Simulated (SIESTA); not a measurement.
InAs:

```
In As
1.0
     0.00000    3.01800    3.01800
     3.01800    0.00000    3.01800
     3.01800    3.01800    0.00000
In As
1 1
Direct
  0.00000 0.00000 0.00000
  0.75000 0.75000 0.75000
```

Program: SIESTA 5.4.2. Alike in all runs: task band structure; no spin polarisation; cell as given; k mesh 8 × 8 × 8; smearing fermi-dirac 0.05 eV; grid cutoff 500 Ry.

**Question.** Order these runs on this cell by their pressure, lowest first.
A. level AM05; potentials or basis PseudoDojo 0.4 standard (PBEsol files), DZP (energy shift 0.003 Ry; two zetas on semicore shells); energy shift 0.003 Ry
B. level LDA; potentials or basis PseudoDojo 0.4 standard (LDA files), DZP (energy shift 0.003 Ry; two zetas on semicore shells); energy shift 0.003 Ry
C. level PBE; potentials or basis PseudoDojo 0.4 standard (PBE files), TZDP (energy shift 0.01 Ry); energy shift 0.01 Ry

**Answer.** B (-0.3 GPa), A (1.9 GPa), C (4.2 GPa).

Caveats: the basis of atomic orbitals isn't converged, which shifts pressures, moduli and gaps; semicore shells carry a single zeta, which can move pressures by several GPa and volumes by a few percent (some runs); the potentials were made for another functional, which shifts forces and pressure (some runs).
